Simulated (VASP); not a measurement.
# SiC (Pm-3m) in VASP: notebook

Runs on SiC. Level: r2SCAN. Tasks: single point, relaxation of cell and atoms.

Everything below comes from runs of VASP 6.6.1. Logs are shortened: lines on timing, memory, paths and dates and some standing lists are left out, and cuts for length are marked.

### 1 Starting point

It takes space group Pm-3m (No. 221, cubic). The conventional cell has a = 2.620 Å, b = 2.620 Å, c = 2.620 Å, α = 90.00°, β = 90.00°, γ = 90.00°. Around Si (site symmetry m-3m) lie 8 C at 2.27 Å. C (site symmetry m-3m) is surrounded by 8 Si at 2.27 Å.

The cell was built by a generator and needn't be a form met in nature.

### 2 Single point, r2SCAN

Input file POSCAR:

```
SiC
1.0
    2.6201228479      0.0000000000      0.0000000000
    0.0000000000      2.6201228479      0.0000000000
    0.0000000000      0.0000000000      2.6201228479
Si C
1 1
Direct
    0.0000000000      0.0000000000      0.0000000000
    0.5000000000      0.5000000000      0.5000000000
```

Input file INCAR.step1:

```
SYSTEM = SiC
ALGO     = Normal         ! electronic algorithm
EDIFF    = 1E-4           ! SCF threshold, eV
ENCUT    = 520            ! plane-wave cutoff, eV
GGA      = PE             ! functional
ISMEAR   = -1             ! smearing method
LASPH    = .TRUE.         ! aspherical terms in the spheres
LCHARG   = .FALSE.        ! write CHGCAR
LREAL    = .FALSE.        ! projectors in reciprocal space
LWAVE    = .TRUE.         ! write WAVECAR
NBANDS   = 11             ! bands
NELM     = 80             ! most SCF steps
PREC     = Accurate       ! precision mode
SIGMA    = 0.02           ! smearing width, eV
```

Input file INCAR.step2:

```
SYSTEM = SiC
ALGO     = Normal         ! electronic algorithm
EDIFF    = 1E-7           ! SCF threshold, eV
ENCUT    = 520            ! plane-wave cutoff, eV
ISIF     = 2              ! what is computed and relaxed
ISMEAR   = -1             ! smearing method
ISTART   = 1            
LASPH    = .TRUE.         ! aspherical terms in the spheres
LCHARG   = .FALSE.        ! write CHGCAR
LMIXTAU  = .TRUE.       
LREAL    = .FALSE.        ! projectors in reciprocal space
LWAVE    = .FALSE.        ! write WAVECAR
METAGGA  = R2SCAN         ! meta-GGA
NBANDS   = 11             ! bands
NELM     = 80             ! most SCF steps
PREC     = Accurate       ! precision mode
SIGMA    = 0.02           ! smearing width, eV
```

Input file KPOINTS:

```
k-points
0
G
  10 10 10
  0 0 0
```

Potentials or basis: VASP PAW PBE potentials, release 64 (Si, C).

Command:

```sh
$ cat potpaw_PBE.64/Si/POTCAR potpaw_PBE.64/C/POTCAR > POTCAR
$ cp INCAR.step1 INCAR
$ mpirun -np 1 vasp_std > vasp.out
$ cp INCAR.step2 INCAR
$ mpirun -np 1 vasp_std > vasp.out
```

OUTCAR:

```text
SYSTEM = SiC
   EDIFF = 1E-7
   ENCUT = 520
   ISIF = 2
   ISMEAR = -1
   ISTART = 1
   LASPH = .TRUE.
   LREAL = .FALSE.
   METAGGA = R2SCAN
   NELM = 80
   PREC = Accurate

 ion  position               nearest neighbor table
   1  0.000  0.000  0.000-   2 2.27   2 2.27   2 2.27   2 2.27   2 2.27   2 2.27   2 2.27   2 2.27

   2  0.500  0.500  0.500-   1 2.27   1 2.27   1 2.27   1 2.27   1 2.27   1 2.27   1 2.27   1 2.27

  LATTYP: Found a simple cubic cell.
 ALAT       =     2.6201228479

  Lattice vectors:

 A1 = (   2.6201228479,   0.0000000000,   0.0000000000)
 A2 = (   0.0000000000,   2.6201228479,   0.0000000000)
 A3 = (   0.0000000000,   0.0000000000,   2.6201228479)

Analysis of symmetry for initial positions (statically):
=====================================================================
 Subroutine PRICEL returns:
 Original cell was already a primitive cell.

 Routine SETGRP: Setting up the symmetry group for a
 simple cubic supercell.

 Subroutine GETGRP returns: Found 48 space group operations
 (whereof 48 operations were pure point group operations)
 out of a pool of 48 trial point group operations.

The static configuration has the point symmetry O_h .

Analysis of symmetry for dynamics (positions and initial velocities):
=====================================================================
 Subroutine PRICEL returns:
 Original cell was already a primitive cell.

 Routine SETGRP: Setting up the symmetry group for a
 simple cubic supercell.

 Subroutine GETGRP returns: Found 48 space group operations
 (whereof 48 operations were pure point group operations)
 out of a pool of 48 trial point group operations.

The dynamic configuration has the point symmetry O_h .

 Subroutine INISYM returns: Found 48 space group operations
 (whereof 48 operations are pure point group operations),
 and found     1 'primitive' translations

----------------------------------------------------------------------------------------

                                     Primitive cell

  volume of cell :      17.9873

  direct lattice vectors                    reciprocal lattice vectors
     2.620122848  0.000000000  0.000000000     0.381661494  0.000000000  0.000000000
     0.000000000  2.620122848  0.000000000     0.000000000  0.381661494  0.000000000
     0.000000000  0.000000000  2.620122848     0.000000000  0.000000000  0.381661494

  length of vectors
     2.620122848  2.620122848  2.620122848     0.381661494  0.381661494  0.381661494

  position of ions in fractional coordinates (direct lattice)
     0.000000000  0.000000000  0.000000000
     0.500000000  0.500000000  0.500000000

  ion indices of the primitive-cell ions
   primitive index   ion index
                 1           1
                 2           2

----------------------------------------------------------------------------------------

 KPOINTS: k-points

Automatic generation of k-mesh.
 Grid dimensions read from file:
 generate k-points for:   10   10   10

 Generating k-lattice:

  Cartesian coordinates                     Fractional coordinates (reciprocal lattice)
     0.038166149  0.000000000  0.000000000     0.100000000  0.000000000  0.000000000
     0.000000000  0.038166149  0.000000000     0.000000000  0.100000000  0.000000000
     0.000000000  0.000000000  0.038166149     0.000000000  0.000000000  0.100000000

  Length of vectors
     0.038166149  0.038166149  0.038166149

  Shift w.r.t. Gamma in fractional coordinates (k-lattice)
     0.000000000  0.000000000  0.000000000

 Subroutine IBZKPT returns following result:
 ===========================================

 Found     56 irreducible k-points:

 Following reciprocal coordinates:
            Coordinates               Weight
  0.000000  0.000000  0.000000      1.000000
  0.100000  0.000000  0.000000      6.000000
  0.200000  0.000000  0.000000      6.000000
  0.300000  0.000000  0.000000      6.000000
  0.400000  0.000000  0.000000      6.000000
  0.500000  0.000000  0.000000      3.000000
[... 16 lines left out ...]
  0.200000  0.100000  0.100000     24.000000
  0.300000  0.100000  0.100000     24.000000
 [... further k-points ...]
   k-points           NKPTS =     56   k-points in BZ     NKDIM =     56   number of bands    NBANDS=     11
   number of dos      NEDOS =    301   number of ions     NIONS =      2
   total plane-waves  NPLWV =   8000
   dimension x,y,z NGX =    20 NGY =   20 NGZ =   20
   dimension x,y,z NGXF=    40 NGYF=   40 NGZF=   40
   ions per type =               1   1
   NGX,Y,Z   is equivalent  to a cutoff of  12.69, 12.69, 12.69 a.u.
   NGXF,Y,Z  is equivalent  to a cutoff of  25.38, 25.38, 25.38 a.u.
 SYSTEM =  SiC
   PREC   = accura    normal or accurate (medium, high low for compatibility)
   ISTART =      1    job   : 0-new  1-cont  2-samecut
   ICHARG =      0    charge: 1-file 2-atom 10-const
   ISPIN  =      1    spin polarized calculation?
   LNONCOLLINEAR =      F non collinear calculations
   LSORBIT =      F    spin-orbit coupling
   LASPH  =      T    aspherical Exc in radial PAW
   ENCUT  =  520.0 eV  38.22 Ry    6.18 a.u.   4.87  4.87  4.87*2*pi/ulx,y,z
   NELM   =     80;   NELMIN=  2; NELMDL=  0     # of ELM steps
   EDIFF  = 0.1E-06   stopping-criterion for ELM
   LREAL  =      F    real-space projection
   EDIFFG = 0.1E-05   stopping-criterion for IOM
   NSW    =      0    number of steps for IOM
   IBRION =     -1    ionic relax: 0-MD 1-quasi-New 2-CG
   NFREE  =      0    steps in history (QN), initial steepest desc. (CG)
   ISIF   =      2    stress and relaxation
   ISYM   =      2    0-nonsym 1-usesym 2-fastsym
   POTIM  = 0.5000    time-step for ionic-motion
   TEBEG  =    0.0;   TEEND  =   0.0 temperature during run
   PSTRESS=    0.0 pullay stress
   NELECT =       8.0000    total number of electrons
   NUPDOWN=      -1.0000    fix difference up-down
   EMIN   =  10.00;   EMAX   =-10.00  energy-range for DOS
   EFERMI =   0.00;   METHOD = LEGACY
   ISMEAR =    -1;   SIGMA  =   0.02  broadening in eV -4-tet -1-fermi 0-gaus
   EFERMI_NEDOS =   21; number of points for ismear=-14 and -15
   IALGO  =     38    algorithm
   IMIX   =      4    mixing-type and parameters
     AMIX     =   0.40;   BMIX     =  1.00
     AMIX_MAG =   1.60;   BMIX_MAG =  1.00
  volume/ion in A,a.u.               =       8.99        60.69
  Fermi-wavevector in a.u.,A,eV,Ry     =   1.249635  2.361468 21.246689  1.561588
  Thomas-Fermi vector in A             =   2.383666
   LORBIT       =      0    0 simple, 1 ext, 2 COOP (PROOUT), +10 PAW based schemes
   METAGGA = R2SCAN    functional components
   LHFCALC =     F    Hartree Fock is set to
   AEXX    =    0.0000 exact exchange contribution
   IVDW    =     0    specifies the selected vdW correction
   LEPSILON=     F    determine dielectric tensor
   LRPA    =     F    only Hartree local field effects (RPA)
 non-spin polarized calculation
  energy-cutoff  :      520.00
  volume of cell :       17.99
 maximum number of plane-waves:       500
 NGX is ok and might be reduce to    20
   NGX =  9   NGY =  9   NGZ =  9

 number of electron       7.9999999 magnetization

 Free energy of the ion-electron system (eV)
  ---------------------------------------------------
  ext. energy  EPLUGINS =         0.00000000
  ---------------------------------------------------
  free energy    TOTEN  =       -14.62493573 eV

  energy without entropy =      -14.62341823  energy(sigma->0) =      -14.62417698

 E-fermi :  11.4875     XC(G=0): -13.4409

 val. band max:       11.4828122106   @ k =   0.2000   0.2000   0.0000
 cond. band min:      11.5160676409   @ k =   0.5000   0.3000   0.3000
 fundamental gap:      0.0332554303
 Fermi energy:        11.4874651830

 k-point     1 :       0.0000    0.0000    0.0000
  band No.  band energies     occupation
      1      -7.3403      2.00000
      2      10.3374      2.00000
      3      10.3374      2.00000
      4      10.3374      2.00000
      5      13.5640      0.00000
      6      16.7103      0.00000
      7      16.7103      0.00000
      8      25.6508      0.00000
      9      25.6508      0.00000
     10      25.6508      0.00000
     11      33.0671      0.00000

 k-point     2 :       0.1000    0.0000    0.0000
  band No.  band energies     occupation
      1      -7.1337      2.00000
      2       8.5305      2.00000
      3      10.4873      2.00000
      4      10.4873      2.00000
      5      14.1616      0.00000
      6      16.9171      0.00000
      7      18.1021      0.00000
      8      25.0852      0.00000
      9      25.0852      0.00000
     10      25.5020      0.00000
     11      32.7597      0.00000

 k-point     3 :       0.2000    0.0000    0.0000
  band No.  band energies     occupation
      1      -6.5172      2.00000
      2       5.6191      2.00000
      3      10.9169      2.00000
      4      10.9169      2.00000
      5      14.8161      0.00000
      6      17.5263      0.00000
      7      20.2430      0.00000
      8      23.6245      0.00000
      9      23.6245      0.00000
     10      25.8632      0.00000
     11      32.2516      0.00000

 k-point     4 :       0.3000    0.0000    0.0000
  band No.  band energies     occupation
      1      -5.5040      2.00000
      2       2.7991      2.00000
      3      11.5500      0.08406
      4      11.5500      0.08406
      5      15.5818      0.00000
      6      18.4887      0.00000
      7      20.4645      0.00000
      8      21.8588      0.00000
      9      21.8588      0.00000
     10      28.3394      0.00000
     11      29.0465      0.00000

 k-point     5 :       0.4000    0.0000    0.0000
  band No.  band energies     occupation
      1      -4.1462      2.00000
      2       0.3219      2.00000
      3      12.1967      0.00000
      4      12.1967      0.00000
      5      16.4771      0.00000
      6      19.5488      0.00000
      7      19.6270      0.00000
      8      20.4001      0.00000
      9      20.4001      0.00000
     10      26.5568      0.00000
     11      31.6928      0.00000
[... 211 lines left out ...]
 k-point    21 :       0.5000    0.5000    0.0000
  band No.  band energies     occupation
      1       0.7655      2.00000
      2       2.9327      2.00000
      3       2.9327      2.00000
      4       5.9151      2.00000
      5      14.1922      0.00000
      6      21.1900      0.00000
      7      21.1900      0.00000
      8      23.7573      0.00000
      9      25.3713      0.00000
     10      25.3713      0.00000
     11      25.6100      0.00000

 k-point    22 :       0.1000    0.1000    0.1000
  band No.  band energies     occupation
      1      -6.7216      2.00000
      2       8.6920      2.00000
      3       8.9675      2.00000
      4       8.9675      2.00000
      5      15.7621      0.00000
      6      18.6834      0.00000
      7      18.6834      0.00000
      8      23.2817      0.00000
      9      25.2129      0.00000
     10      25.2129      0.00000
     11      31.2963      0.00000

 k-point    23 :       0.2000    0.1000    0.1000
  band No.  band energies     occupation
      1      -6.1074      2.00000
      2       5.9869      2.00000
      3       9.2644      2.00000
      4       9.4769      2.00000
      5      16.5208      0.00000
      6      18.7193      0.00000
      7      19.9446      0.00000
      8      22.5247      0.00000
      9      23.8257      0.00000
     10      26.4011      0.00000
     11      30.2713      0.00000

 k-point    24 :       0.3000    0.1000    0.1000
  band No.  band energies     occupation
      1      -5.0989      2.00000
      2       3.1871      2.00000
      3       9.9839      2.00000
      4      10.2638      2.00000
      5      16.9822      0.00000
      6      18.1575      0.00000
      7      18.9987      0.00000
      8      22.8464      0.00000
      9      23.1641      0.00000
     10      29.0043      0.00000
     11      29.7430      0.00000

 [... further k-points ...]
[... 5 lines left out ...]
  --------------------------------------------------------------------------------------
  -------------------------------------------------------------------------------------
  Total       -0.0107691     -0.0107691     -0.0107691      0.0000000      0.0000000     -0.0000000
  in kB       -0.9592392     -0.9592392     -0.9592392      0.0000000      0.0000000     -0.0000000
  external PRESSURE =      -0.9592392 kB  Pullay stress =       0.0000000 kB

 VOLUME and BASIS-vectors are now :
 -----------------------------------------------------------------------------
  energy-cutoff  :      520.00
  volume of cell :       17.99
      direct lattice vectors                 reciprocal lattice vectors
     2.620122848  0.000000000  0.000000000     0.381661494  0.000000000  0.000000000
     0.000000000  2.620122848  0.000000000     0.000000000  0.381661494  0.000000000
     0.000000000  0.000000000  2.620122848     0.000000000  0.000000000  0.381661494

 POSITION                                       TOTAL-FORCE (eV/Angst)
 -----------------------------------------------------------------------------------
      0.00000      0.00000      0.00000         0.000000      0.000000      0.000000
      1.31006      1.31006      1.31006         0.000000      0.000000      0.000000
 -----------------------------------------------------------------------------------
    total drift:                                0.000000      0.000000      0.000000

  FREE ENERGIE OF THE ION-ELECTRON SYSTEM (eV)
  ---------------------------------------------------
  free  energy   TOTEN  =       -14.6249357254 eV

  energy  without entropy=      -14.6234182300  energy(sigma->0) =      -14.62417698
```

Wall time 19 s (1 thread of Intel Xeon Platinum 8488C (Sapphire Rapids), shared host); peak memory 0.12 GiB.

Results:

| Quantity | Value |
| --- | --- |
| Free energy | -14.6249 eV |
| Pressure | -0.1 GPa |
| Band gap on the k mesh | none (metal or under the smearing width) |

Levels at points of the mesh, in eV from the Fermi level:
```tsv
k point	band 2	band 3	band 4	band 5	band 6	band 7
(0.00, 0.00, 0.00)	-1.15	-1.15	-1.15	2.08	5.22	5.22
(0.50, 0.00, 0.00)	-12.67	1.01	1.01	5.58	7.40	8.32
(0.50, 0.50, 0.00)	-8.55	-8.55	-5.57	2.70	9.70	9.70
(0.50, 0.50, 0.50)	-4.70	-4.70	-4.70	-1.67	-1.67	-1.67
```

Caveat: the PAW data sets were made with another functional, which shifts forces and pressure a little.

[end of part 1 of 2]
